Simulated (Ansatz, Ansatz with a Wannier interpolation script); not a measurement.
Rows from a G0W0 calculation on Al2O3 (Corundum) (Ansatz 0.2.0; G0W0 on PBE, plane waves, PAW; 4×4×4 mesh, 354 empty bands, screening to 150 eV), in eV. Spin-orbit coupling is left out.

```tsv
row	k	band	start	Σx	Σc at the solution	Vxc
A	Γ	v4	7.253	-26.523	4.433	-20.569
B	Γ	c1	13.968	-11.383	-3.931	-16.633
C	Γ	c2	16.911	-7.912	-4.374	-13.535
D	Γ	v1	7.751	-26.914	4.150	-21.387
E	Γ	v6	6.452	-26.198	4.298	-20.343
F	Γ	v2	7.707	-26.990	4.203	-21.393
```

Q: Work out each quasiparticle level and how far it moved.

The quasiparticle equation reads E = start + Σx + Σc(E) − Vxc.

```tsv
row	E (eV)	shift (eV)
A	5.732	−1.521
B	15.286	+1.318
C	18.160	+1.250
D	6.374	−1.377
E	4.895	−1.557
F	6.312	−1.394
```

The gap over the computed points goes from 6.22 eV to 8.91 eV.

Limits: not at the basis limit.

[Paths, hosts, dates, memory and timing lines, banners, echoed tables and standing remarks are left out of the program output.]

[Logs are printed without paths, hosts, clocks, repeated set-up lines and the standing remarks that a program may print on its own settings, such as how far it seeks lower states.]

[Runs of the session that timed out or met a known fault of the program may be left out.]

[Hosts, paths, dates, database ids (printed as entryN), source tags and the programs' standing remarks are cut or masked in the printed files.]
